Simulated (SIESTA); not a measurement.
# SiC (Moissanite 6H) under changes of volume

One of the cells (10.487 Å³/atom); the others are scaled copies at fixed shape and fractional positions:

```
CELL_PARAMETERS angstrom
3.09500 0.00000 0.00000
-1.54750 2.68035 0.00000
0.00000 0.00000 15.17000
ATOMIC_POSITIONS crystal
Si 0.66667 0.33333 0.45830
Si 0.33333 0.66667 0.95830
Si 0.66667 0.33333 0.79170
Si 0.33333 0.66667 0.29170
Si 0.00000 0.00000 0.62500
Si 0.00000 0.00000 0.12500
C 0.66667 0.33333 0.33330
C 0.33333 0.66667 0.83330
C 0.66667 0.33333 0.66670
C 0.33333 0.66667 0.16670
C 0.00000 0.00000 0.50000
C 0.00000 0.00000 0.00000
```

```yaml
Program: SIESTA 5.4.2
Functional: PBE
Potentials_or_basis: PseudoDojo 0.4 standard (PBE files)
Basis: TZDP (energy shift 0.01 Ry)
Grid_cutoff: 500 Ry
Energy_shift: 0.01 Ry
k_mesh: 10 × 10 × 2
Occupations: fermi-dirac, width 0.05 eV
Spin: no spin polarisation
```

```csv
volume (Å³/atom),energy over the lowest point (meV/atom),pressure (GPa),gap on the mesh (eV),largest force (eV/Å)
9.858,33.19,16.4,2.03,0.127
10.068,15.42,10.9,2.03,0.120
10.277,4.63,5.8,2.04,0.115
10.487,0.00,1.3,2.04,0.113
10.697,1.08,-2.9,2.04,0.112
10.907,?,?,?,?
11.116,18.28,-9.9,2.05,0.114
```

Question: What does the run at 10.907 Å³/atom give?

Answer: Energy over the lowest point 7.41 meV/atom; pressure -6.7 GPa; gap on the mesh 2.05 eV; largest force 0.113 eV/Å.

Worked out: A Birch-Murnaghan fit of order 3 (a polynomial in V^(-2/3)) to the other rows has its minimum at 10.55 Å³/atom with B0 = V·E''(V) = 212 GPa and B' = 3.8 at fixed shape and positions, which overstates the stiffness. It gives 7.35 meV/atom at 10.907 Å³/atom, against the run's 7.41, and -dE/dV = -6.6 GPa, against -6.7. A straight line through the other rows of the gap, of slope 0.164 eV per unit of ln V, gives 2.05 eV, against the run's 2.05.

Energies are extrapolated to zero smearing.

Caveats: the basis of atomic orbitals isn't converged, which shifts pressures, moduli and gaps.

A mesh can miss the band edges.
